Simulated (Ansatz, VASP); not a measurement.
**MgO: VASP beside Ansatz**

```
CELL_PARAMETERS angstrom
0.00000 2.02181 2.02181
2.02181 0.00000 2.02181
2.02181 2.02181 0.00000
ATOMIC_POSITIONS crystal
Mg 0.00000 0.00000 0.00000
O 0.50000 0.50000 0.50000
```

Alike in both runs: functional PBE; k mesh 16 × 16 × 16; occupations fermi-dirac, width 0.05 eV; no spin polarisation.

Ansatz relaxed the structure, and its values are those at the end. VASP's run is a single point on that final structure, the one shown.

```csv
,VASP,Ansatz
version,VASP 6.6.1,Ansatz 0.2.0
potentials or method,"VASP PAW PBE potentials, release 64 (Mg, O), cutoff 520 eV","all-electron LAPW, scalar-relativistic"
```

Ansatz gave:

| Quantity | Value |
| --- | --- |
| gap on the k mesh at the Fermi level (eV) | 6.02 |

Estimate VASP's values.

gap on the k mesh at the Fermi level (eV): 6.01.

Ansatz ran all-electron here, so the differences hold the error of VASP's frozen core and of both bases.

 A k mesh can miss the band edges. Expect the measured gap to be larger: semilocal functionals such as PBE lack the derivative discontinuity.
